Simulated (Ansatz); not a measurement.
# Au(110) / 3 layers Pd(110) / Au(110): resistance against film thickness

Wanted: interface resistance and thickness dependence for Au(110) / 3 layers Pd(110) / Au(110).

Main program and level: Ansatz 0.2.0; Ansatz plane-wave DFT, PBE, PAW files; ballistic transport by layer matching (Landauer), zero bias; PAW set soft_1.

Most raw output is cut from this account.

**1. The starting structure**

The cell holds 16 atoms: 13 Au and 3 Pd. Cell: a = 2.884 Å, b = 4.078 Å, c = 22.498 Å, α = 90.0°, β = 90.0°, γ = 90.0°. It derives from Au and Pd. Regions: lead, 13 atoms (13 Au); films, 3 atoms (3 Pd). The structure is stacked along c, and the current runs across the ab planes.

**2. With 3 layers**

The film is laid into the lead at the lead's in-plane lattice, and the cell closes on the lead's own image. The mesh across the current, 26×18, is finer than the density's, because channels open and close sharply across the zone. Energies from -1 to 1 eV in steps of 0.036 eV cover the slope of the Fermi function at 300 K, so the program can form a conductance.

input.yaml

```yaml
crystal:
  lattice:
    - [2.8837582304, 0.0, 0.0]
    - [0.0, 4.07825, 0.0]
    - [0.0, 0.0, 22.4977035097]
  atoms:
    - { symbol: Au, position: [0.0, 0.0, 0.0320450288] }
    - { symbol: Au, position: [0.5, 0.5, 0.0961350865] }
    - { symbol: Au, position: [0.0, 0.0, 0.1602251442] }
    - { symbol: Au, position: [0.5, 0.5, 0.2243152018] }
    - { symbol: Au, position: [0.0, 0.0, 0.2884052595] }
    - { symbol: Au, position: [0.5, 0.5, 0.3524953171] }
    - { symbol: Pd, position: [0.0, 0.0, 0.412345221] }
    - { symbol: Pd, position: [0.5, 0.5, 0.4679549712] }
    - { symbol: Pd, position: [0.0, 0.0, 0.5235647213] }
    - { symbol: Au, position: [0.5, 0.5, 0.5834146252] }
    - { symbol: Au, position: [0.0, 0.0, 0.6475046829] }
    - { symbol: Au, position: [0.5, 0.5, 0.7115947405] }
    - { symbol: Au, position: [0.0, 0.0, 0.7756847982] }
    - { symbol: Au, position: [0.5, 0.5, 0.8397748558] }
    - { symbol: Au, position: [0.0, 0.0, 0.9038649135] }
    - { symbol: Au, position: [0.5, 0.5, 0.9679549712] }
kpoints:
  mp_grid: { grid: [13, 9, 2] }
hamiltonian:
  xc: pbe
  pseudopotentials: { kind: paw, azcp: { folder: soft_1 } }
scf:
  occupations: { method: fermi_dirac, width: 0.1 }
output:
  transmission: { leads: [[0, 1]], kmesh: [26, 18], e_range: [-1.0, 1.0], de: 0.036 }
  write_potential: true
  write_density: true
  volumetric_format: npy
  elf: true
```

Command:

```
$ ansatz run input.yaml --threads 4 --pin off --max-ram 8192MiB --backend cpu --events-out ev --progress --plain --runs-dir out
```

It took 7 min on 4 threads of Intel Xeon Platinum 8375C at 2.90GHz (Ice Lake), shared host; peak memory 2.6 GiB; 27 min of CPU time.

This step gave:

| Quantity | Value |
| --- | --- |
| free energy | -191884.2838 eV |
| energy at zero smearing | -191884.1719 eV |
| Fermi energy | 20.49 eV |
| cell area | 11.76 Å² |
| step of the lead's potential | 3.5 meV |
| ballistic conductance of the lead | 9.17e14 S/m² |
| estimated errors of the lead's conductance | 0, 4.9, 0 % (band edges, k-mesh, distance from neutral) |
| lead conductance per cell | 1.392 G₀ |
| conductance of the junction | 6.87e14 S/m² |
| junction conductance per cell | 1.043 G₀ |
| estimated errors of the junction's conductance | 0.1, 0, 4.3, 0.7, 0.1 % (energy step, band edges, k-mesh, leads' steps, distance from neutral) |
| area resistance that the stack adds (contact term taken off, spin by spin) | 0.3647 fΩ m² |

Per spin. The transmission, zone mean by energy, zero at the Fermi level:

energy (eV), transmission, zone mean and a bar from the least value:
```
   -1.000       0.81 
   -0.964       0.84 ##
   -0.892       0.87 #####
   -0.856       0.89 #######
   -0.784       0.96 ############
   -0.748       0.97 #############
   -0.676       0.99 ###############
   -0.640       0.98 ###############
   -0.568       0.97 #############
   -0.532       0.96 ############
   -0.460       0.96 ############
   -0.424       0.93 ##########
   -0.352       0.88 #####
   -0.316       0.86 ####
   -0.244       0.93 ##########
   -0.208       0.93 ##########
   -0.136       0.95 ############
   -0.100       0.98 ##############
   -0.028       1.03 ###################
    0.008       1.05 ####################
    0.080       1.08 #######################
    0.116       1.09 ########################
    0.188       1.11 #########################
    0.224       1.12 ##########################
    0.296       1.12 ##########################
    0.332       1.13 ###########################
    0.404       1.13 ############################
    0.440       1.14 ############################
    0.512       1.14 ############################
    0.548       1.13 ###########################
    0.620       1.14 ############################
    0.656       1.14 ############################
    0.728       1.15 #############################
    0.764       1.15 #############################
    0.836       1.16 ##############################
    0.872       1.16 ##############################
    0.944       1.15 ############################
    0.980       1.14 ############################
```

Per spin. Table of open channels, zone mean, lead by energy, zero at the Fermi level:

energy (eV), open channels, zone mean, lead and a bar from the least value:
```
   -1.000       1.19 
   -0.928       1.20 #
   -0.856       1.24 ####
   -0.784       1.26 ######
   -0.712       1.27 #######
   -0.676       1.27 #######
   -0.604       1.28 ########
   -0.532       1.31 ############
   -0.460       1.31 ############
   -0.388       1.35 ###############
   -0.316       1.36 ################
   -0.244       1.36 ################
   -0.172       1.36 ################
   -0.100       1.39 ##################
   -0.028       1.40 ###################
    0.008       1.39 ##################
    0.080       1.39 ###################
    0.152       1.41 #####################
    0.224       1.43 ######################
    0.296       1.44 #######################
    0.368       1.46 #########################
    0.440       1.47 ###########################
    0.512       1.46 #########################
    0.584       1.44 #######################
    0.656       1.45 ########################
    0.692       1.46 #########################
    0.764       1.48 ###########################
    0.836       1.49 ############################
    0.908       1.51 ##############################
    0.980       1.50 #############################
```

Transmission over k1 and k2. At 0.0080 eV from the Fermi level.

Values, 12 rows by 16 columns, each cell a mean:
```
1.35 1.25 1.34 1.59 1.78 1.82 1.42 0.66 0.65 0.81 1.71 1.83 1.73 1.48 1.28 1.27
0.53 0.93 0.95 0.99 1.10 1.45 1.84 1.97 1.96 1.95 1.73 1.27 1.04 0.96 0.96 0.85
0.08 0.68 0.84 0.65 0.81 1.07 1.36 1.77 1.93 1.62 1.22 0.97 0.73 0.69 0.88 0.41
0.02 0.40 0.75 0.84 0.99 0.99 1.03 1.29 1.66 1.16 1.00 0.99 0.96 0.69 0.77 0.17
0.02 0.33 0.83 1.00 0.99 0.99 0.99 0.99 0.99 0.99 0.99 0.99 0.99 1.00 0.62 0.16
0.07 0.27 0.74 0.99 0.99 0.99 0.99 0.99 0.99 0.99 0.99 0.99 0.99 1.00 0.48 0.21
0.03 0.32 0.73 1.00 0.99 0.99 0.99 0.99 0.99 0.99 0.99 0.99 0.99 1.00 0.50 0.19
0.01 0.34 0.80 0.96 0.99 0.99 0.99 1.09 1.36 1.03 0.99 0.99 1.00 0.84 0.75 0.13
0.06 0.60 0.81 0.64 0.89 1.03 1.23 1.68 1.90 1.49 1.12 0.99 0.81 0.62 0.85 0.33
0.28 0.86 0.91 0.79 0.83 1.27 1.71 1.93 1.97 1.87 1.58 1.05 0.77 0.84 0.94 0.68
1.10 1.12 1.16 1.42 1.66 1.74 1.65 1.32 1.29 1.39 1.74 1.73 1.59 1.29 1.13 1.13
1.81 1.68 1.74 1.89 1.96 1.93 1.07 0.00 0.00 0.19 1.60 1.96 1.94 1.83 1.70 1.71
```
Columns: k1 (b1) from -0.5 to 0.462; rows upwards: k2 (b2) from -0.5 to 0.444.

Open channels over k1 and k2. At 0.0080 eV from the Fermi level.

Ten even steps from '0' (0.00) to '9' (2.00):
```
99999999999000009999999999
99559999999999999999999559
95555599999999999999955555
95555555999999999995555555
95555555559999999555555555
95555555555999995555555555
95555555555555555555555555
95555555555555555555555555
95555555555555555555555555
95555555555555555555555555
95555555555555555555555555
95555555555999995555555555
95555555559999999555555555
95555555999999999995555555
95555599999999999999955555
99559999999999999999999559
99999999999000009999999999
99999999999000009999999999
```
Columns: k1 (b1) from -0.5 to 0.462; rows upwards: k2 (b2) from -0.5 to 0.444.

Valence density in the ca plane at fractional y = 0.000, with atoms of Au and Pd within 0.2 Å of it. It is the smooth field of the valence electrons, not physical close to the nuclei.

Values in e/Å³, 5 rows by 16 columns, each cell a mean:
```
 7  0  4  6  0  5  5  0  7  3  2  8  1  4  6  0
 1  0  1  1  0  1  1  0  1  0  0  1  0  1  1  0
 0  0  0  0  0  0  0  0  0  0  0  0  0  0  0  0
 2  0  1  2  0  2  2  0  2  1  1  2  0  1  2  0
 9  1  5  8  0  6  7  0 10  5  3 11  1  5  8  0
```
Columns run along c (16.0 Å, from fractional 0.03 to 0.74 of the cell), rows up along a (2.9 Å). Atoms in or near the plane, at fractional coordinates: Au at (0.03, 0.00), Au at (0.16, 0.00), Au at (0.29, 0.00), Pd at (0.41, 0.00), Pd at (0.52, 0.00), Au at (0.65, 0.00).

ELF in the ca plane at fractional y = 0.000, with atoms of Au and Pd within 0.2 Å of it. It is the smooth field of the valence electrons, not physical close to the nuclei.

Ten even steps from '0' (0.11) to '9' (0.80), each cell a mean:
```
87521246875212468652124324312422431146875311
55311135553111355531013444211344420124554211
32100012321000123210001221100122100012332100
11000001110000011100000010000011000001111000
21100011211000112110000111000011100011221000
44310124442101244421002343111234310123443100
66421146664212466642114434312443431135665211
97531257975212579752124213312421331246985311
```
Columns run along c (16.0 Å, from fractional 0.03 to 0.74 of the cell), rows up along a (2.9 Å). Atoms in or near the plane, at fractional coordinates: Au at (0.03, 0.00), Au at (0.16, 0.00), Au at (0.29, 0.00), Pd at (0.41, 0.00), Pd at (0.52, 0.00), Au at (0.65, 0.00).

Electrostatic potential energy in the ca plane at fractional y = 0.000, with atoms of Au and Pd within 0.2 Å of it. With pseudopotentials it is smooth inside the atoms' cores, unlike the true potential.

Ten even steps from '0' (-35 eV) to '9' (24 eV), each cell a mean:
```
11379841113898411148983001587200169952112799
23689973236999732369996324898632489974235899
77899997778999977799999878999987899998778999
99999999999999999999999999999999999999999999
88999998889999988899999999999999999999889999
45799985457999854589998556899755799986457999
11489852114898521258984102698410279962113799
11379831013798311137972000587200059851112698
```
Columns run along c (16.0 Å, from fractional 0.03 to 0.74 of the cell; values clipped at the 3rd and 97th percentile), rows up along a (2.9 Å). Atoms in or near the plane, at fractional coordinates: Au at (0.03, 0.00), Au at (0.16, 0.00), Au at (0.29, 0.00), Pd at (0.41, 0.00), Pd at (0.52, 0.00), Au at (0.65, 0.00).

The lead's potential steps by 3.5 meV from period to period, small in itself. The program estimates the junction's conductance to 4.3 % from the k-mesh, 0.1 % from the leads' distance from neutral and 0.7 % from their steps.

By hand: 1/G − 1/G_lead = 1/0.6872 − 1/0.9170 = 0.365 fΩ m² with G in 10¹⁵ S/m².

**3. With 5 layers, k-mesh 13×9×1, film layers 5**

The stack now holds 5 film layers; the k-mesh follows the cell, and the energies span -0.27 to 0.27 eV.

System of this step: Au(110) / 5 layers Pd(110) / Au(110). The cell holds 18 atoms: 13 Au and 5 Pd. Its edges and angles: a = 2.884 Å, b = 4.078 Å, c = 25.000 Å, α = 90.0°, β = 90.0°, γ = 90.0°. It derives from Au and Pd. Regions: lead, 13 atoms (13 Au); films, 5 atoms (5 Pd). The structure is stacked along c, and the current runs across the ab planes.

input.yaml

```yaml
crystal:
  lattice:
    - [2.8837582304, 0.0, 0.0]
    - [0.0, 4.07825, 0.0]
    - [0.0, 0.0, 24.9998868511]
  atoms:
    - { symbol: Au, position: [0.0, 0.0, 0.0288377128] }
    - { symbol: Au, position: [0.5, 0.5, 0.0865131385] }
    - { symbol: Au, position: [0.0, 0.0, 0.1441885641] }
    - { symbol: Au, position: [0.5, 0.5, 0.2018639898] }
    - { symbol: Au, position: [0.0, 0.0, 0.2595394154] }
    - { symbol: Au, position: [0.5, 0.5, 0.317214841] }
    - { symbol: Pd, position: [0.0, 0.0, 0.3710745005] }
    - { symbol: Pd, position: [0.5, 0.5, 0.4211183939] }
    - { symbol: Pd, position: [0.0, 0.0, 0.4711622872] }
    - { symbol: Pd, position: [0.5, 0.5, 0.5212061805] }
    - { symbol: Pd, position: [0.0, 0.0, 0.5712500738] }
    - { symbol: Au, position: [0.5, 0.5, 0.6251097333] }
    - { symbol: Au, position: [0.0, 0.0, 0.682785159] }
    - { symbol: Au, position: [0.5, 0.5, 0.7404605846] }
    - { symbol: Au, position: [0.0, 0.0, 0.7981360102] }
    - { symbol: Au, position: [0.5, 0.5, 0.8558114359] }
    - { symbol: Au, position: [0.0, 0.0, 0.9134868615] }
    - { symbol: Au, position: [0.5, 0.5, 0.9711622872] }
kpoints:
  mp_grid: { grid: [13, 9, 1] }
hamiltonian:
  xc: pbe
  pseudopotentials: { kind: paw, azcp: { folder: soft_1 } }
scf:
  occupations: { method: fermi_dirac, width: 0.1 }
output:
  transmission:
    leads: [[0, 1]]
    kmesh: [26, 18]
    e_range: [-0.27, 0.27]
    de: 0.036
  write_potential: true
  write_density: true
  volumetric_format: npy
```

Elapsed: 3.7 min, on 4 threads; peak memory 2.2 GiB; 13 min of CPU time.

Numbers from this step:

| Item | Value |
| --- | --- |
| free energy | -205829.6988 eV |
| energy at zero smearing | -205829.4942 eV |
| Fermi energy | 20.41 eV |
| step of the lead's potential | 4.4 meV |
| conductance of the junction | 6.74e14 S/m² |
| junction conductance per cell | 1.023 G₀ |
| estimated errors of the junction's conductance | 0.1, 0, 4.2, 1.3, 0.1 % (energy step, band edges, k-mesh, leads' steps, distance from neutral) |
| area resistance that the stack adds (contact term taken off, spin by spin) | 0.3940 fΩ m² |

Per spin. Table of transmission, zone mean by energy, zero at the Fermi level:

```tsv
energy (eV)	transmission, zone mean
-0.270	0.788
-0.234	0.817
-0.198	0.862
-0.162	0.915
-0.126	0.942
-0.090	0.960
-0.054	1.02
-0.018	1.02
0.018	1.02
0.054	1.05
0.090	1.04
0.126	1.03
0.162	1.03
0.198	1.04
0.234	1.05
0.270	1.05
```

The conductance of the junction is 6.7e14 S/m², 2.0 % under the 6.9e14 S/m² of the last finished run, within the error estimates, leads' steps apart, of 4.3 and 4.2 %.

**4. With 6 layers, k-mesh 13×9×1, film layers 6**

The stack now holds 6 film layers; the k-mesh follows the cell, and the energies span -0.27 to 0.27 eV.

System of this step: Au(110) / 6 layers Pd(110) / Au(110). The cell holds 18 atoms: 12 Au and 6 Pd. Cell: a = 2.884 Å, b = 4.078 Å, c = 24.809 Å, α = 90.0°, β = 90.0°, γ = 90.0°. It derives from Au and Pd. Regions: lead, 12 atoms (12 Au); films, 6 atoms (6 Pd). The structure is stacked along c, and the current runs across the ab planes.

input.yaml, the sections that differ from step 3:

```yaml
crystal:
  lattice:
    - [2.8837582304, 0.0, 0.0]
    - [0.0, 4.07825, 0.0]
    - [0.0, 0.0, 24.8090994067]
  atoms:
    - { symbol: Au, position: [0.0, 0.0, 0.0290594812] }
    - { symbol: Au, position: [0.5, 0.5, 0.0871784436] }
    - { symbol: Au, position: [0.0, 0.0, 0.145297406] }
    - { symbol: Au, position: [0.5, 0.5, 0.2034163683] }
    - { symbol: Au, position: [0.0, 0.0, 0.2615353307] }
    - { symbol: Au, position: [0.5, 0.5, 0.3196542931] }
    - { symbol: Pd, position: [0.0, 0.0, 0.3739281453] }
    - { symbol: Pd, position: [0.5, 0.5, 0.4243568872] }
    - { symbol: Pd, position: [0.0, 0.0, 0.4747856291] }
    - { symbol: Pd, position: [0.5, 0.5, 0.5252143709] }
    - { symbol: Pd, position: [0.0, 0.0, 0.5756431128] }
    - { symbol: Pd, position: [0.5, 0.5, 0.6260718547] }
    - { symbol: Au, position: [0.0, 0.0, 0.6803457069] }
    - { symbol: Au, position: [0.5, 0.5, 0.7384646693] }
    - { symbol: Au, position: [0.0, 0.0, 0.7965836317] }
    - { symbol: Au, position: [0.5, 0.5, 0.854702594] }
    - { symbol: Au, position: [0.0, 0.0, 0.9128215564] }
    - { symbol: Au, position: [0.5, 0.5, 0.9709405188] }
# kpoints, hamiltonian, scf, output: as in step 3
```

It took 3.8 min on 4 threads; peak memory 2.2 GiB; 14 min of CPU time.

Numbers from this step:

```yaml
free_energy: -199651.2891 eV
energy_at_zero_smearing: -199651.0595 eV
fermi_energy: 20.38 eV
step_of_the_lead_s_potential: 5.7 meV
estimated_errors_of_the_lead_s_conductance: 0, 5.1, 0 % (band edges, k-mesh, distance from neutral)
lead_conductance_per_cell: 1.391 G₀
conductance_of_the_junction: 6.79e14 S/m²
junction_conductance_per_cell: 1.030 G₀
estimated_errors_of_the_junction_s_conductance: 0, 0, 4.1, 8.1, 1.4 % (energy step, band edges, k-mesh, leads' steps, distance from neutral)
area_resistance_that_the_stack_adds_contact_term_taken_off_spin_by_spin: 0.3820 fΩ m²
```

Per spin. Transmission, zone mean against energy, zero at the Fermi level:

```tsv
energy (eV)	transmission, zone mean
-0.270	0.900
-0.234	0.894
-0.198	0.889
-0.162	0.899
-0.126	0.898
-0.090	0.958
-0.054	0.998
-0.018	1.04
0.018	1.04
0.054	1.04
0.090	1.04
0.126	1.03
0.162	1.03
0.198	1.03
0.234	1.03
0.270	1.02
```

The conductance of the junction is 6.8e14 S/m², 0.76 % over the 6.7e14 S/m² of the last finished run, within the error estimates, leads' steps apart, of 4.2 and 4.1 %.

**5. With 8 layers, k-mesh 13×9×1, film layers 8**

The stack now holds 8 film layers; the k-mesh follows the cell, and the energies span -0.27 to 0.27 eV.

System of this step: Au(110) / 8 layers Pd(110) / Au(110). The cell holds 20 atoms: 12 Au and 8 Pd. Cell: a = 2.884 Å, b = 4.078 Å, c = 27.311 Å, α = 90.0°, β = 90.0°, γ = 90.0°. It derives from Au and Pd. Regions: lead, 12 atoms (12 Au); films, 8 atoms (8 Pd). The structure is stacked along c, and the current runs across the ab planes.

input.yaml, the sections that differ from step 4:

```yaml
crystal:
  lattice:
    - [2.8837582304, 0.0, 0.0]
    - [0.0, 4.07825, 0.0]
    - [0.0, 0.0, 27.3112827482]
  atoms:
    - { symbol: Au, position: [0.0, 0.0, 0.0263971328] }
    - { symbol: Au, position: [0.5, 0.5, 0.0791913984] }
    - { symbol: Au, position: [0.0, 0.0, 0.131985664] }
    - { symbol: Au, position: [0.5, 0.5, 0.1847799296] }
    - { symbol: Au, position: [0.0, 0.0, 0.2375741952] }
    - { symbol: Au, position: [0.5, 0.5, 0.2903684608] }
    - { symbol: Pd, position: [0.0, 0.0, 0.3396698944] }
    - { symbol: Pd, position: [0.5, 0.5, 0.385478496] }
    - { symbol: Pd, position: [0.0, 0.0, 0.4312870976] }
    - { symbol: Pd, position: [0.5, 0.5, 0.4770956992] }
    - { symbol: Pd, position: [0.0, 0.0, 0.5229043008] }
    - { symbol: Pd, position: [0.5, 0.5, 0.5687129024] }
    - { symbol: Pd, position: [0.0, 0.0, 0.614521504] }
    - { symbol: Pd, position: [0.5, 0.5, 0.6603301056] }
    - { symbol: Au, position: [0.0, 0.0, 0.7096315392] }
    - { symbol: Au, position: [0.5, 0.5, 0.7624258048] }
    - { symbol: Au, position: [0.0, 0.0, 0.8152200704] }
    - { symbol: Au, position: [0.5, 0.5, 0.868014336] }
    - { symbol: Au, position: [0.0, 0.0, 0.9208086016] }
    - { symbol: Au, position: [0.5, 0.5, 0.9736028672] }
# kpoints, hamiltonian, scf, output: as in step 4
```

Run time: 4 min. Hardware: 4 threads; peak memory 2.6 GiB.

This step gave:

* free energy: -213597.0392 eV
* energy at zero smearing: -213596.7854 eV
* Fermi energy: 20.28 eV
* step of the lead's potential: 4.9 meV
* estimated errors of the lead's conductance: 0, 4.9, 0 % (band edges, k-mesh, distance from neutral)
* lead conductance per cell: 1.393 G₀
* conductance of the junction: 6.33e14 S/m²
* junction conductance per cell: 0.9609 G₀
* estimated errors of the junction's conductance: 0.2, 0, 4.2, 1.5, 1.5 % (energy step, band edges, k-mesh, leads' steps, distance from neutral)
* area resistance that the stack adds (contact term taken off, spin by spin): 0.4896 fΩ m²

Per spin. Table of transmission, zone mean by energy, zero at the Fermi level:

```tsv
energy (eV)	transmission, zone mean
-0.270	0.905
-0.234	0.892
-0.198	0.935
-0.162	0.957
-0.126	0.927
-0.090	0.918
-0.054	0.953
-0.018	0.957
0.018	0.971
0.054	0.975
0.090	0.997
0.126	1.02
0.162	1.04
0.198	1.05
0.234	1.03
0.270	1.03
```

The conductance of the junction is 6.3e14 S/m², 6.7 % under the 6.8e14 S/m² of the last finished run, no more than the error estimates, leads' steps apart, of 4.1 and 4.2 % together.

[end of part 1 of 2]

[Logs are printed without paths, hosts, clocks, repeated set-up lines and the standing remarks that a program may print on its own settings, such as how far it seeks lower states.]

[Hosts, paths, dates, database ids (printed as entryN), source tags and the programs' standing remarks are cut or masked in the printed files.]
